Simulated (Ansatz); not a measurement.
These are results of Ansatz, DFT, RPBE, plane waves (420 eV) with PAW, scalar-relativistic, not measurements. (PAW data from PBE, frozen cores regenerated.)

An element in the dhcp structure gives this curve. The cell is scaled uniformly from the relaxed one, with fractional coordinates and shape fixed. Energies are extrapolated to zero smearing, pressures are those at the given smearing. Magnetic state: spin not included.

```csv
V (Å³/atom),E − E₀ (meV/atom),P (GPa)
14.358,204.3,37.78
15.011,83.4,22.52
15.664,18.7,10.08
16.316,0.0,-0.05
16.969,18.5,-8.29
17.622,67.4,-14.98
18.274,140.9,-20.39
```

(1) Which element is it?
A. phosphorus
B. silicon
C. osmium
D. molybdenum

Answers

(1) D. Its fit is V₀ = 16.30 Å³/atom, B₀ = 229 GPa, B₀′ = 4.1.
